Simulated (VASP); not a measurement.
# BP: G0W0, by functional

BP, F-43m (no. 216), 2 atoms in the cell.

| Functional | Quasiparticle gap on the mesh (eV) | Gap of the starting point on the mesh (eV) | Quasiparticle gap at the zone centre (eV) | Starting gap at the zone centre (eV) | Correction of the gap between the band edges on the mesh (eV) | Time (s) |
|---|---|---|---|---|---|---|
| LDA | 1.97 | 1.27 | 4.28 | 3.36 | 0.70 | 9.9 |
| PBE | 2.00 | 1.32 | 4.31 | 3.39 | 0.68 | 10 |
| PBEsol | 1.97 | 1.20 | 4.29 | 3.35 | 0.77 | 10 |
| HSE06 | 2.32 | 2.13 | 4.70 | 4.40 | 0.19 | 38 |
| PBE0 | 2.53 | 2.89 | 4.92 | 5.15 | -0.36 | 35 |
| RPBE | 2.02 | 1.33 | 4.32 | 3.39 | 0.68 | 10 |

Limits: the mesh is coarse: the screening isn't converged, and the gap may still move by about 0.1 eV.

## Input of the first row

INCAR.step1:
```
ALGO     = Normal         # electronic algorithm
EDIFF    = 1E-8           # SCF threshold, eV
ENCUT    = 400            # plane-wave cutoff, eV
GGA      = CA             # functional
ISMEAR   = 0              # smearing method
KPAR     = 4            
LASPH    = True           # aspherical terms in the spheres
LCHARG   = False          # write CHGCAR
LREAL    = False          # projectors in reciprocal space
LWAVE    = True           # write WAVECAR
NELM     = 150            # most SCF steps
PREC     = Accurate       # precision mode
SIGMA    = 0.05           # smearing width, eV
```

INCAR.step2, as INCAR.step1 but for:
```
- ALGO = Normal
- NELM = 150
+ ALGO = Exact
+ ISTART = 1
+ LOPTICS = True
+ NBANDS = 152
+ NELM = 1
```

INCAR.step3, as INCAR.step2 but for:
```
- ALGO = Exact
- EDIFF = 1E-8
- LOPTICS = True
- LWAVE = True
- NELM = 1
+ ALGO = EVGW0
+ ENCUTGW = 200
+ LWAVE = False
+ NBANDSGW = 8
+ NELMGW = 1
+ NOMEGA = 48
+ PRECFOCK = Fast
```

KPOINTS:
```
k-points
0
Gamma
  4 4 4
```

POSCAR:
```
BP
1.0
    0.0000000000      2.2690000000      2.2690000000
    2.2690000000      0.0000000000      2.2690000000
    2.2690000000      2.2690000000      0.0000000000
P B
1 1
Direct
    0.7500000000      0.7500000000      0.7500000000
    0.0000000000      0.0000000000      0.0000000000
```

Commands (each step's output is kept before the next begins):
```
cat potpaw_LDA.64/P_GW/POTCAR potpaw_LDA.64/B_GW/POTCAR > POTCAR
cp INCAR.step1 INCAR
mpirun -np 4 vasp_std > vasp.out
cp INCAR.step2 INCAR
mpirun -np 4 vasp_std > vasp.out
cp INCAR.step3 INCAR
mpirun -np 4 vasp_std > vasp.out
```

Changes of the last row against the first:
```
(all steps)
- GGA = CA
+ GGA = RP
- cat potpaw_LDA.64/P_GW/POTCAR potpaw_LDA.64/B_GW/POTCAR > POTCAR
+ cat potpaw_PBE.64/P_GW/POTCAR potpaw_PBE.64/B_GW/POTCAR > POTCAR
```

VASP 6.6.1 took 9.9 s on 4 cores (Intel Xeon 6975P-C (Granite Rapids)), a shared host.
